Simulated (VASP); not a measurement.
# Ni (Fm-3m) in VASP: further runs

The runs below take Ni through relaxation of cell and atoms, vibrations by finite differences, with PBEsol.

All numbers are computed with VASP 6.6.1; they aren't measurements. Logs are shortened: lines on timing, memory, paths and dates and some standing lists are left out, and cuts for length are marked.

### 1 The structure

Symmetry: Fm-3m, No. 225, cubic system. The conventional cell has a = 3.524 Å, b = 3.524 Å, c = 3.524 Å, α = 90.00°, β = 90.00°, γ = 90.00°. Ni (site symmetry m-3m) is surrounded by 12 Ni at 2.49 Å.

### 2 Relaxation of cell and atoms, PBEsol, collinear spin, ferromagnetic start

The input, INCAR:

```
  ALGO = Normal
  EDIFF = 1E-7
  EDIFFG = -0.002
  ENCUT = 520
  GGA = PS
  IBRION = 2
  ISIF = 3
  ISMEAR = 0
  ISPIN = 2
  LASPH = T
  LCHARG = F
  LMAXMIX = 4
  LORBIT = 11
  LREAL = F
  LWAVE = F
  MAGMOM = 0.8
  NELM = 100
  NSW = 80
  PREC = Accurate
  SIGMA = 0.1
```

The input, KPOINTS:

```
k-points
0
Gamma
  20 20 20
```

The input, POSCAR:

```
Ni
1.0
    0.0000000000      1.7619350000      1.7619350000
    1.7619350000      0.0000000000      1.7619350000
    1.7619350000      1.7619350000      0.0000000000
Ni
1
Direct
    0.0000000000      0.0000000000      0.0000000000
```

Potentials or basis: VASP PAW PBE potentials, release 64 (Ni).

On the command line:

```console
$ cat potpaw_PBE.64/Ni/POTCAR > POTCAR
$ mpirun -np 1 vasp_std > vasp.out
```

OUTCAR:

```text
EDIFF = 1E-7
   EDIFFG = -0.002
   ENCUT = 520
   GGA = PS
   IBRION = 2
   ISIF = 3
   ISMEAR = 0
   ISPIN = 2
   LASPH = T
   LORBIT = 11
   LREAL = F
   NELM = 100
   NSW = 80
   PREC = Accurate

 ion  position               nearest neighbor table
   1  0.000  0.000  0.000-

  LATTYP: Found a face centered cubic cell.
 ALAT       =     3.5238700000

  Lattice vectors:

 A1 = (   0.0000000000,   1.7619350000,   1.7619350000)
 A2 = (   1.7619350000,   0.0000000000,   1.7619350000)
 A3 = (   1.7619350000,   1.7619350000,   0.0000000000)

Analysis of symmetry for initial positions (statically):
=====================================================================
 Subroutine PRICEL returns:
 Original cell was already a primitive cell.

 Routine SETGRP: Setting up the symmetry group for a
 face centered cubic supercell.

 Subroutine GETGRP returns: Found 48 space group operations
 (whereof 48 operations were pure point group operations)
 out of a pool of 48 trial point group operations.

The static configuration has the point symmetry O_h .

Analysis of symmetry for dynamics (positions and initial velocities):
=====================================================================
 Subroutine PRICEL returns:
 Original cell was already a primitive cell.

 Routine SETGRP: Setting up the symmetry group for a
 face centered cubic supercell.

 Subroutine GETGRP returns: Found 48 space group operations
 (whereof 48 operations were pure point group operations)
 out of a pool of 48 trial point group operations.

The dynamic configuration has the point symmetry O_h .

Analysis of structural, dynamic, and magnetic symmetry:
=====================================================================
 Subroutine PRICEL returns:
 Original cell was already a primitive cell.

 Routine SETGRP: Setting up the symmetry group for a
 face centered cubic supercell.

 Subroutine GETGRP returns: Found 48 space group operations
 (whereof 48 operations were pure point group operations)
 out of a pool of 48 trial point group operations.

The overall configuration has the point symmetry O_h .

 Subroutine INISYM returns: Found 48 space group operations
 (whereof 48 operations are pure point group operations),
 and found     1 'primitive' translations

----------------------------------------------------------------------------------------

                                     Primitive cell

  volume of cell :      10.9396

  direct lattice vectors                    reciprocal lattice vectors
     0.000000000  1.761935000  1.761935000    -0.283778914  0.283778914  0.283778914
     1.761935000  0.000000000  1.761935000     0.283778914 -0.283778914  0.283778914
     1.761935000  1.761935000  0.000000000     0.283778914  0.283778914 -0.283778914

  length of vectors
     2.491752373  2.491752373  2.491752373     0.491519496  0.491519496  0.491519496

  position of ions in fractional coordinates (direct lattice)
     0.000000000  0.000000000  0.000000000

  ion indices of the primitive-cell ions
   primitive index   ion index
                 1           1

----------------------------------------------------------------------------------------

 KPOINTS: k-points

Automatic generation of k-mesh.
 Grid dimensions read from file:
 generate k-points for:   20   20   20

 Generating k-lattice:

  Cartesian coordinates                     Fractional coordinates (reciprocal lattice)
    -0.014188946  0.014188946  0.014188946     0.050000000  0.000000000  0.000000000
     0.014188946 -0.014188946  0.014188946     0.000000000  0.050000000  0.000000000
     0.014188946  0.014188946 -0.014188946     0.000000000  0.000000000  0.050000000

  Length of vectors
     0.024575975  0.024575975  0.024575975

  Shift w.r.t. Gamma in fractional coordinates (k-lattice)
     0.000000000  0.000000000  0.000000000

 Subroutine IBZKPT returns following result:
 ===========================================

 Found    256 irreducible k-points:

 Following reciprocal coordinates:
            Coordinates               Weight
  0.000000  0.000000  0.000000      1.000000
  0.050000  0.000000  0.000000      8.000000
  0.100000  0.000000  0.000000      8.000000
  0.150000  0.000000  0.000000      8.000000
  0.200000  0.000000  0.000000      8.000000
  0.250000  0.000000  0.000000      8.000000
[... 16 lines left out ...]
 -0.400000  0.050000  0.000000     24.000000
 -0.350000  0.050000  0.000000     24.000000
 [... further k-points ...]
   k-points           NKPTS =    256   k-points in BZ     NKDIM =    256   number of bands    NBANDS=      9
   number of dos      NEDOS =    301   number of ions     NIONS =      1
   total plane-waves  NPLWV =   8000
   dimension x,y,z NGX =    20 NGY =   20 NGZ =   20
   dimension x,y,z NGXF=    40 NGYF=   40 NGZF=   40
   ions per type =               1
   NGX,Y,Z   is equivalent  to a cutoff of  13.34, 13.34, 13.34 a.u.
   NGXF,Y,Z  is equivalent  to a cutoff of  26.69, 26.69, 26.69 a.u.
 SYSTEM =  unknown system
   PREC   = accura    normal or accurate (medium, high low for compatibility)
   ISTART =      0    job   : 0-new  1-cont  2-samecut
   ICHARG =      2    charge: 1-file 2-atom 10-const
   ISPIN  =      2    spin polarized calculation?
   LNONCOLLINEAR =      F non collinear calculations
   LSORBIT =      F    spin-orbit coupling
   LASPH  =      T    aspherical Exc in radial PAW
   ENCUT  =  520.0 eV  38.22 Ry    6.18 a.u.   4.63  4.63  4.63*2*pi/ulx,y,z
   NELM   =    100;   NELMIN=  2; NELMDL= -5     # of ELM steps
   EDIFF  = 0.1E-06   stopping-criterion for ELM
   LREAL  =      F    real-space projection
   EDIFFG = -.2E-02   stopping-criterion for IOM
   NSW    =     80    number of steps for IOM
   IBRION =      2    ionic relax: 0-MD 1-quasi-New 2-CG
   NFREE  =      1    steps in history (QN), initial steepest desc. (CG)
   ISIF   =      3    stress and relaxation
   ISYM   =      2    0-nonsym 1-usesym 2-fastsym
   POTIM  = 0.5000    time-step for ionic-motion
   TEBEG  =    0.0;   TEEND  =   0.0 temperature during run
   PSTRESS=    0.0 pullay stress
   NELECT =      10.0000    total number of electrons
   NUPDOWN=      -1.0000    fix difference up-down
   EMIN   =  10.00;   EMAX   =-10.00  energy-range for DOS
   EFERMI =   0.00;   METHOD = LEGACY
   ISMEAR =     0;   SIGMA  =   0.10  broadening in eV -4-tet -1-fermi 0-gaus
   EFERMI_NEDOS =   21; number of points for ismear=-14 and -15
   IALGO  =     38    algorithm
   IMIX   =      4    mixing-type and parameters
     AMIX     =   0.40;   BMIX     =  1.00
     AMIX_MAG =   1.60;   BMIX_MAG =  1.00
  volume/ion in A,a.u.               =      10.94        73.82
  Fermi-wavevector in a.u.,A,eV,Ry     =   1.588821  3.002436 34.345893  2.524352
  Thomas-Fermi vector in A             =   2.687765
   LORBIT       =     11    0 simple, 1 ext, 2 COOP (PROOUT), +10 PAW based schemes
   GGA     = PS    functional components
   LHFCALC =     F    Hartree Fock is set to
   AEXX    =    0.0000 exact exchange contribution
   IVDW    =     0    specifies the selected vdW correction
   LEPSILON=     F    determine dielectric tensor
   LRPA    =     F    only Hartree local field effects (RPA)
 conjugate gradient relaxation of ions
 spin polarized calculation
 Gauss-broadening in eV      SIGMA  =   0.10
  energy-cutoff  :      520.00
  volume of cell :       10.94
 maximum number of plane-waves:       306
   NGX =  9   NGY =  9   NGZ =  9

--------------------------------------- Ionic step        1  -------------------------------------------

 number of electron      10.0000010 magnetization       0.6305348

 Free energy of the ion-electron system (eV)
  ---------------------------------------------------
  ext. energy  EPLUGINS =         0.00000000
  ---------------------------------------------------
  free energy    TOTEN  =        -6.12070367 eV

  energy without entropy =       -6.11165841  energy(sigma->0) =       -6.11618104

------------------------ aborting loop because EDIFF is reached ----------------------------------------

  FORCE on cell =-STRESS in cart. coord.  units (eV):
  Direction    XX          YY          ZZ          XY          YZ          ZX
  --------------------------------------------------------------------------------------
  -------------------------------------------------------------------------------------
  Total       -0.7169051     -0.7169051     -0.7169051      0.0000000      0.0000000      0.0000000
  in kB     -104.9959665   -104.9959665   -104.9959665      0.0000000      0.0000000      0.0000000
  external PRESSURE =    -104.9959665 kB  Pullay stress =       0.0000000 kB
[... 20 lines left out ...]
  energy  without entropy=       -6.1116584086  energy(sigma->0) =       -6.11618104

--------------------------------------- Ionic step        2  -------------------------------------------

 number of electron       9.9999999 magnetization       0.6149592

 E-fermi :  10.6794     XC(G=0): -14.0409

 val. band max:       10.6785773956   @ k =   0.4500   0.1500   0.0500
 cond. band min:      10.6832505862   @ k =   0.3500   0.2500   0.0500
 fundamental gap:      0.0046731906
 Fermi energy:        10.6794165696

 spin component 1

 k-point     1 :       0.0000    0.0000    0.0000
  band No.  band energies     occupation
      1       0.8966      1.00000
      2       7.9825      1.00000
      3       7.9825      1.00000
      4       7.9825      1.00000
      5       9.3292      1.00000
      6       9.3292      1.00000
      7      35.2188      0.00000
      8      39.8534      0.00000
      9      39.8534      0.00000
[... 705 lines left out ...]
  energy  without entropy=       -6.1315412721  energy(sigma->0) =       -6.13578444

--------------------------------------- Ionic step        6  -------------------------------------------

 number of electron       9.9999995 magnetization       0.6227506

 Free energy of the ion-electron system (eV)
  ---------------------------------------------------
  ext. energy  EPLUGINS =         0.00000000
  ---------------------------------------------------
  free energy    TOTEN  =        -6.14003144 eV

  energy without entropy =       -6.13155319  energy(sigma->0) =       -6.13579232

 E-fermi :   9.8699     XC(G=0): -13.7174

 val. band max:        9.8695164214   @ k =  -0.4000   0.2500   0.0000
 cond. band min:       9.8710832827   @ k =   0.4000   0.0000   0.0000
 fundamental gap:      0.0015668613
 Fermi energy:         9.8698543581

 spin component 1

 k-point     1 :       0.0000    0.0000    0.0000
  band No.  band energies     occupation
      1       0.4761      1.00000
      2       7.3187      1.00000
      3       7.3187      1.00000
      4       7.3187      1.00000
      5       8.5692      1.00000
      6       8.5692      1.00000
      7      33.9660      0.00000
      8      38.1757      0.00000
      9      38.1757      0.00000
[... 596 lines left out ...]
  FREE ENERGIE OF THE ION-ELECTRON SYSTEM (eV)
  ---------------------------------------------------
  free  energy   TOTEN  =        -6.1400314423 eV

  energy  without entropy=       -6.1315531897  energy(sigma->0) =       -6.13579232

 reached required accuracy - stopping structural energy minimisation

 total charge

# of ion       s       p       d       tot
------------------------------------------
    1        0.521   0.547   8.333   9.401

 magnetization (x)

# of ion       s       p       d       tot
------------------------------------------
    1       -0.006  -0.024   0.659   0.628
```

Wall time 86 s (1 thread of Intel Xeon 6975P-C (Granite Rapids), shared host); peak memory 0.18 GiB.

What came out:

* Free energy: -6.1400 eV
* Relaxed volume: 10.38 Å³/atom
* Relaxed cell: a = 2.448 Å, b = 2.448 Å, c = 2.448 Å, α = 60.00°, β = 60.00°, γ = 60.00°
* Space group after relaxing (to 0.05 Å): Fm-3m (No. 225)
* Energy gained by relaxing: 19.3 meV/atom
* Ionic steps: 6
* Pressure after relaxing: 0.0 GPa
* Band gap on the k mesh: none (metal or under the smearing width)
* Net moment: 0.62 μB per cell
* Site moments: Ni +0.63 μB
* Valence electrons inside the program's atomic spheres: Ni 9.40

Step by step:
| step | energy change (eV) | largest force (eV/Å) | pressure (GPa) | volume (Å³) |
| --- | --- | --- | --- | --- |
| 1 | 0.0000 | 0.0000 | -10.50 | 10.94 |
| 2 | 0.0025 | 0.0000 | 13.76 | 9.84 |
| 3 | -0.0193 | 0.0000 | -0.09 | 10.38 |
| 4 | -0.0193 | 0.0000 | 0.16 | 10.37 |
| 5 | -0.0193 | 0.0000 | -0.15 | 10.39 |
| 6 | -0.0193 | 0.0000 | 0.02 | 10.38 |

Final structure:
```
CELL_PARAMETERS angstrom
0.00000 1.73133 1.73133
1.73133 0.00000 1.73133
1.73133 1.73133 0.00000
ATOMIC_POSITIONS crystal
Ni 0.00000 0.00000 0.00000
```

Levels at points of the mesh, in eV from the Fermi level:
Spin up:
```tsv
k point	band 1	band 2	band 3	band 4	band 5	band 6	band 7	band 8	band 9
(0.00, 0.00, 0.00)	-9.39	-2.55	-2.55	-2.55	-1.30	-1.30	24.10	28.31	28.31
(0.50, 0.00, 0.00)	-5.12	-2.54	-2.54	-0.58	-0.58	-0.43	5.98	22.57	25.44
(0.50, 0.50, 0.00)	-4.96	-4.46	-0.54	-0.43	-0.43	2.42	9.62	15.21	15.21
```
Spin down:
```csv
k point,band 2,band 3,band 4,band 5,band 6,band 7,band 8,band 9
"(0.00, 0.00, 0.00)",-1.83,-1.83,-1.83,-0.69,-0.69,23.99,28.30,28.30
"(0.50, 0.00, 0.00)",-1.93,-1.93,-0.46,0.16,0.16,6.41,22.46,25.53
"(0.50, 0.50, 0.00)",-3.87,0.10,0.40,0.40,2.41,9.89,15.24,15.24
```

Caveat: the PAW data sets were made with another functional, which shifts forces and pressure a little.

### 3 Relaxation of cell and atoms, PBEsol, collinear spin, ferromagnetic start

This run uses another cell than the first one, of 10.38 Å³/atom, 0.949 times its volume.

INCAR is that of step 2.

KPOINTS is that of step 2.

The input, POSCAR:

```
Ni                                      
1.0
    0.0000000000      1.7313285919      1.7313285919
    1.7313285919      0.0000000000      1.7313285919
    1.7313285919      1.7313285919      0.0000000000
  Ni            
     1
Direct
     0.0000000000000000    0.0000000000000000    1.0000000000000000
```

Potentials or basis: VASP PAW PBE potentials, release 64 (Ni).

On the command line:

```console
$ cat potpaw_PBE.64/Ni/POTCAR > POTCAR
$ mpirun -np 1 vasp_std > vasp.out
```

Wall time 33 s (1 thread of Intel Xeon 6975P-C (Granite Rapids), shared host); peak memory 0.16 GiB.

It converged, with:

| Property | Result |
| --- | --- |
| Free energy | -6.1400 eV |
| Relaxed volume | 10.38 Å³/atom |
| Relaxed cell | a = 2.449 Å, b = 2.449 Å, c = 2.449 Å, α = 60.00°, β = 60.00°, γ = 60.00° |
| Space group after relaxing (to 0.05 Å) | Fm-3m (No. 225) |
| Energy gained by relaxing | 0.0 meV/atom |
| Ionic steps | 3 |
| Pressure after relaxing | 0.0 GPa |
| Band gap on the k mesh | none (metal or under the smearing width) |
| Net moment | 0.62 μB per cell |
| Site moments | Ni +0.63 μB |
| Valence electrons inside the program's atomic spheres | Ni 9.40 |

Final structure:
```xyz
1
Lattice="0.0000 1.7314 1.7314 1.7314 0.0000 1.7314 1.7314 1.7314 0.0000" Properties=species:S:1:pos:R:3 pbc="T T T"
Ni    0.0000    0.0000    0.0000
```

Levels at points of the mesh, in eV from the Fermi level:
Spin up:
```csv
k point,band 2,band 3,band 4,band 5,band 6,band 7,band 8,band 9
"(0.00, 0.00, 0.00)",-2.55,-2.55,-2.55,-1.30,-1.30,24.10,28.30,28.30
"(0.50, 0.00, 0.00)",-2.54,-2.54,-0.58,-0.58,-0.43,5.98,22.57,25.44
"(0.50, 0.50, 0.00)",-4.45,-0.54,-0.43,-0.43,2.42,9.62,15.21,15.21
```
Spin down:
```
           k point  band 3  band 4  band 5  band 6  band 7  band 8
(0.00, 0.00, 0.00)   -1.83   -1.83   -0.69   -0.69   23.99   28.30
(0.50, 0.00, 0.00)   -1.93   -0.46    0.16    0.16    6.41   22.46
(0.50, 0.50, 0.00)    0.10    0.39    0.39    2.41    9.89   15.24
```

Caveat: the PAW data sets were made with another functional, which shifts forces and pressure a little.

### 4 Vibrations by finite differences, PBEsol, collinear spin, ferromagnetic start

This run uses another cell than the first one, of 10.38 Å³/atom, 0.949 times its volume.

The input, INCAR:

```
SYSTEM = Ni
PREC     = Accurate       ! precision mode
ENCUT    = 520            ! plane-wave cutoff, eV
EDIFF    = 1E-8           ! SCF threshold, eV
ISMEAR   = 0              ! smearing method
SIGMA    = 0.1            ! smearing width, eV
LREAL    = .False.        ! projectors in reciprocal space
LASPH    = .True.         ! aspherical terms in the spheres
NELM     = 100            ! most SCF steps
ALGO     = Normal         ! electronic algorithm
ISIF     = 3              ! what is computed and relaxed
LWAVE    = .False.        ! write WAVECAR
LCHARG   = .False.        ! write CHGCAR
ISPIN    = 2              ! spin polarisation
MAGMOM   = 0.8            ! initial moments
LORBIT   = 11             ! projections on sites
LMAXMIX  = 4              ! l up to which the mixer works
GGA      = PS             ! functional
NBANDS   = 15             ! bands
IBRION   = 6              ! ionic algorithm
NFREE    = 2            
POTIM    = 0.015          ! step
NSW      = 1              ! ionic steps
```

The input, KPOINTS:

```
Automatic mesh
0
Gamma
  20 20 20
  0 0 0
```

The input, POSCAR:

```
Ni                                      
1.0
    0.0000000000      1.7313979609      1.7313979609
    1.7313979609     -0.0000000000      1.7313979609
    1.7313979609      1.7313979609     -0.0000000000
  Ni            
     1
Direct
     0.0000000000000000    0.0000000000000000    0.0000000000000000
```

On the command line:

```console
$ cat potpaw_PBE.64/Ni/POTCAR > POTCAR
$ mpirun -np 1 vasp_std > vasp.out
```

It took 29 min on 1 thread of Intel Xeon 6975P-C (Granite Rapids), shared host; peak memory 1 GiB.

The run converged. Its results:

```
Net moment                                            : 0.62 μB per cell
Site moments                                          : Ni +0.63 μB
Valence electrons inside the program's atomic spheres : Ni 9.40
Elastic constants C11, C12, C44                       : 315, 184, 151 GPa
Voigt bulk modulus                                    : 228 GPa
```

Elastic tensor in Voigt notation (GPa, in the Cartesian axes of the cell as first typed):
```
315 184 184   0   0   0
184 315 184   0   0   0
184 184 315   0   0   0
  0   0   0 151   0   0
  0   0   0   0 151   0
  0   0   0   0   0 151
```

Clamped-ion elastic tensor (GPa):
```
315 184 184   0   0   0
184 315 184   0   0   0
184 184 315   0   0   0
  0   0   0 151   0   0
  0   0   0   0 151   0
  0   0   0   0   0 151
```

Caveat: elastic constants of metals need much finer meshes, so these are rough; the PAW data sets were made with another functional, which shifts forces and pressure a little.
